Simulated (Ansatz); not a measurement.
**C under changes of volume**

One of the cells (5.672 Å³/atom); the others are scaled copies at fixed shape and fractional positions:

```
C
1.0
     2.52210    0.00000    0.00000
    -1.26105    2.18420    0.00000
     0.00000    0.00000   12.35570
C
12
Direct
  0.66667 0.33333 0.35417
  0.33333 0.66667 0.85417
  0.66667 0.33333 0.14583
  0.33333 0.66667 0.64583
  0.66667 0.33333 0.47917
  0.33333 0.66667 0.97917
  0.66667 0.33333 0.02083
  0.33333 0.66667 0.52083
  0.00000 0.00000 0.81250
  0.00000 0.00000 0.31250
  0.00000 0.00000 0.68750
  0.00000 0.00000 0.18750
```

This is a hexagonal form of diamond, not graphite.

- Program: Ansatz 0.2.0
- Functional: revPBE
- Dispersion: D4
- Potentials or basis: Ansatz PAW
- Cutoff: 420 eV (not typed: the program's choice for these potentials)
- k mesh: 12 × 12 × 3
- Occupations: fermi-dirac, width 0.05 eV
- Spin: no spin polarisation

```csv
volume (Å³/atom),energy over the lowest point (meV/atom),pressure (GPa),gap on the mesh (eV),largest force (eV/Å)
5.332,17.99,23.3,4.54,0.366
5.445,?,?,?,?
5.559,0.00,2.7,4.44,0.341
5.672,1.25,-6.2,4.38,0.330
5.786,8.56,-14.3,4.33,0.319
5.899,21.34,-21.7,4.28,0.309
6.012,39.08,-28.4,4.24,0.299
```

Task: What does the run at 5.445 Å³/atom give?

Result: Energy over the lowest point 5.38 meV/atom; pressure 12.5 GPa; gap on the mesh 4.49 eV; largest force 0.354 eV/Å.

Worked out: A Birch-Murnaghan fit of order 3 (a polynomial in V^(-2/3)) to the other rows has its minimum at 5.59 Å³/atom with B0 = V·E''(V) = 448 GPa and B' = 3.5 at fixed shape and positions, which overstates the stiffness. It gives 5.40 meV/atom at 5.445 Å³/atom, against the run's 5.38, and -dE/dV = 12.6 GPa, against 12.5. A straight line through the other rows of the gap, of slope -2.54 eV per unit of ln V, gives 4.49 eV, against the run's 4.49.

Energies are extrapolated to zero smearing.

Caveats: odd divisions of the mesh miss points on the zone boundary, where band edges often lie, so the gap on the mesh can be too wide; the PAW data sets come from PBE, with cores solved anew for the run's functional, which leaves a small shift of forces and pressure.

A mesh can miss the band edges.
